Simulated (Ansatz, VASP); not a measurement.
## One calculation of In, two programs

INCAR

```
ALGO     = Normal         # electronic algorithm
EDIFF    = 1E-6           # SCF threshold, eV
ENCUT    = 520            # plane-wave cutoff, eV
GGA      = PE             # functional
ISIF     = 2              # what is computed and relaxed
ISMEAR   = -1             # smearing method
LASPH    = True           # aspherical terms in the spheres
LCHARG   = True           # write CHGCAR
LELF     = True           # ELF
LREAL    = False          # projectors in reciprocal space
LVHAR    = True         
LWAVE    = False          # write WAVECAR
NBANDS   = 12             # bands
NELM     = 80             # most SCF steps
PREC     = Accurate       # precision mode
SIGMA    = 0.05           # smearing width, eV
```

The input KPOINTS:

```
k-points
0
Gamma
  9 9 9
```

Contents of POSCAR:

```
In
1.0
   -1.8825250000      1.8825250000      1.8825250000
    1.8825250000     -1.8825250000      1.8825250000
    1.8825250000      1.8825250000     -1.8825250000
In
1
Direct
    0.0000000000      0.0000000000      0.0000000000
```

Input for Ansatz:

```yaml
crystal:
  lattice:
    - [-1.882525, 1.882525, 1.882525]
    - [1.882525, -1.882525, 1.882525]
    - [1.882525, 1.882525, -1.882525]
  atoms:
    - { symbol: In, position: [0.0, 0.0, 0.0] }
basis:
  ecutwfc: 550.0
kpoints:
  mp_grid:
    grid: [9, 9, 9]
hamiltonian:
  xc: pbe
scf:
  convergence:
    dr2_threshold: 1.0e-07
  occupations:
    method: fermi_dirac
    width: 0.05
output:
  stress: true
```

This isn't the form of In at room conditions, which is tetragonal.

Alike in both runs: task single point; functional PBE; k mesh 9 × 9 × 9; occupations fermi-dirac, width 0.05 eV; no spin polarisation.

|  | VASP | Ansatz |
| --- | --- | --- |
| version | VASP 6.6.1 | Ansatz 0.2.0 |
| potentials or method | VASP PAW PBE potentials, release 64 (In_d) | plane waves, PAW |
| plane-wave cutoff (eV) | 520 | 550 |
| valence electrons in the cell | 13 | 13 |

```csv
,VASP,Ansatz,Ansatz less VASP
pressure (GPa),1.9,1.9,+0.02
```

Ansatz warned: «stress_scf_threshold_loose».
